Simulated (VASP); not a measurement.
MoS2, 6 atoms in the cell. Symmetry: P6_3/mmc, No. 194, hexagonal system. The conventional cell has a = 3.169 Å, b = 3.169 Å, c = 12.940 Å, α = 90.00°, β = 90.00°, γ = 120.00°. Mo (site symmetry -6m2) has 6 S at 2.41 Å as nearest neighbours. Around S (site symmetry 3m) lie 3 Mo at 2.41 Å. 

```yaml
Program: VASP 6.6.1
Task: relaxation of the atoms
Functional: LDA
Potentials_or_basis: VASP PAW LDA potentials, release 64 (Mo_sv, S)
Cutoff: 520 eV
k_mesh: 12 × 12 × 3
Occupations: gaussian, width 0.05 eV
Spin: no spin polarisation
Further_INCAR_settings: ALGO = Normal; EDIFF = 1e-06; IBRION = 2; EDIFFG = -0.01; NSW = 40
```

Potentials or basis: VASP PAW LDA potentials, release 64 (Mo_sv, S).

Run with:

```bash
$ cat potpaw_LDA.64/Mo_sv/POTCAR potpaw_LDA.64/S/POTCAR > POTCAR
$ mpirun -np 2 vasp_std > vasp.out
```

Hardware: 2 MPI ranks on Intel(R) Xeon(R) 6975P-C (Granite Rapids), with other jobs on the host.

Estimate the wall time of this run.

It took 86 s on 2 MPI ranks on Intel(R) Xeon(R) 6975P-C (Granite Rapids), with other jobs on the host, peak memory 0.23 GiB a rank. Counts: scf iterations 28, k points 38, ion steps 3.
